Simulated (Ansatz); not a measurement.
Structure types of HfO$_{2}$ compared at 180 GPa

Structure types of HfO$_{2}$ are relaxed in primitive cells with their symmetry kept at 180 GPa, on PAW files; LAPW relaxes the small cells further and takes the PAW cell for the others (marked *). The enthalpy is E + pV at zero temperature, without zero-point motion. Only the types listed were tried, and differences under about 5 meV/atom are mesh noise. The real phase may be another.

Level of theory: DFT with PBE, scalar-relativistic, in Ansatz 0.2.0; Fermi–Dirac smearing of 0.05 eV, no spin polarisation. LAPW: all electrons, basis error target 0.5 meV/atom; PAW: frozen-core files, cutoff 420 eV.

k meshes: fluorite 12×12×12, rutile 8×8×11, CdI2 14×14×8.

Spin–orbit coupling is left out, which matters for the heavy atoms.

**Question.** Which type is lowest in enthalpy, and by how much?

**Answer.** fluorite, 662 meV/atom below distorted CdI2. The whole table:

```json
{"start type": "fluorite", "ends as": "fluorite, Fm-3m", "a, b, c (Å)": "4.535, 4.535, 4.535", "V (Å³/atom)": "7.77", "H − H(lowest), LAPW (meV/atom)": "0.0", "same, PAW": "0.0"}
{"start type": "rutile*", "ends as": "rutile, P4_2/mnm", "a, b, c (Å)": "4.137, 4.137, 3.041", "V (Å³/atom)": "8.67", "H − H(lowest), LAPW (meV/atom)": "1290.1", "same, PAW": "1290.6"}
{"start type": "CdI2", "ends as": "distorted CdI2, P-3m1", "a, b, c (Å)": "3.128, 3.128, 2.660", "V (Å³/atom)": "7.51", "H − H(lowest), LAPW (meV/atom)": "661.9", "same, PAW": "664.4"}
```

**Question.** Split the lead of fluorite over distorted CdI2 into energy and pV.

**Answer.** For distorted CdI2 less fluorite: ΔE = +952.4 meV/atom, and p·ΔV = 180 GPa × -0.2585 Å³ × 6.242 meV/(GPa·Å³) = -290.4 meV/atom, together 662.0 meV/atom. fluorite wins by its internal energy, though it is the less dense.
